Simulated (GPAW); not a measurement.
Cu: equation of state with PBE+U

The system is Cu.

```xyz
1
Lattice="0.0000 1.8075 1.8075 1.8075 0.0000 1.8075 1.8075 1.8075 0.0000" Properties=species:S:1:pos:R:3 pbc="T T T"
Cu    0.0000    0.0000    0.0000
```

| Quantity | Value |
| --- | --- |
| Program | GPAW 26.7.0 |
| Task | equation of state |
| Functional | PBE |
| Potentials or basis | GPAW PAW data sets (gpaw-data 1.2.1) |
| Cutoff | 600 eV |
| Basis | pw |
| k mesh | 13 × 13 × 13 |
| Occupations | fermi-dirac, width 0.05 eV |
| Spin | no spin polarisation |
| Hubbard terms | Cu d U = 3 eV |
| Maxiter | 150 |
| Eos scales | [0.94, 0.96, 0.98, 1.0, 1.02, 1.04, 1.06] |

* Equilibrium volume: 12.16 Å³/atom
* Bulk modulus: 123 GPa
* Pressure derivative of the bulk modulus: 5.2

Energy against volume, from the lowest point:
```csv
volume (Å³/atom),energy (meV/atom)
11.102,42.13
11.338,24.14
11.574,11.52
11.810,3.67
12.047,0.00
12.283,0.07
12.519,3.46
```

Wall time 67 s on 1 thread of Arm Neoverse V1, with other jobs on the host, peak memory 0.16 GiB.

Caveat: with this Cu data set, volumes or pressures lay over 1.5 % or 2 GPa off other programs in two to four cells of ten; the U is typed as a test and isn't derived for this compound. Zero-point motion and thermal expansion aren't in these numbers.
